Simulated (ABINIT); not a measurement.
Wanted: the native input for an ABINIT 10.8.3 (patched build) run.

| Item | Value |
| --- | --- |
| Task | single point |
| Functional | PBE |
| Potentials or basis | JTH PAW PBE v2.0 |
| Cutoff | 435 eV |
| k mesh | 12 × 12 × 12 |
| Occupations | gaussian, width 0.1 eV |
| Spin | no spin polarisation |
| Fine-grid cutoff | 870.764 eV |

Pt:

```xyz
1
Lattice="-1.5842 1.5842 1.5842 1.5842 -1.5842 1.5842 1.5842 1.5842 -1.5842" Properties=species:S:1:pos:R:3 pbc="T T T"
Pt    0.0000    0.0000    0.0000
```

This isn't the form of Pt at room conditions, which is fcc.

These files were run (other wordings do the same):

run.abi

```
# Pseudopotentials
pp_dirpath "./"
pseudos "Pt.GGA_PBE-JTH.xml"

# Structure
acell 5.1853131122 5.1853131122 5.1853131122
rprim
    -0.5773502692     0.5773502692     0.5773502692
     0.5773502692    -0.5773502692     0.5773502692
     0.5773502692     0.5773502692    -0.5773502692
ntypat 1
znucl 78
natom 1
typat 1
xred
     0.0000000000     0.0000000000     0.0000000000

# Plane-wave basis
ecut 16.0
pawecutdg 32.0
pawxcdev 0

# k points
kptopt 1
ngkpt 12 12 12
nshiftk 1
shiftk 0.0 0.0 0.0

# Exchange and correlation
ixc 11

# Bands and occupations
nband 9
occopt 7
tsmear 0.00367493

# SCF cycle
nstep 100
tolvrs 1.0e-9

# Output
iomode 3
prtwf 0
prteig 0
prtebands 0
enunit 1
prtden 1
prtvha 1
prtvclmb 1
prtpot 1
```

Potentials or basis: JTH PAW PBE v2.0.

Launch:

```sh
$ abinit run.abi > log 2>&1
```

It gave:

| Quantity | Value |
| --- | --- |
| Pressure | -0.8 GPa |
| Band gap on the k mesh | none (metal or under the smearing width) |
| Valence electrons inside the program's atomic spheres | Pt 8.56 (radii [1.3315] Å) |

It took 13 s on 1 thread of Arm Neoverse V2, with other jobs on the host, peak memory 0.09 GiB.
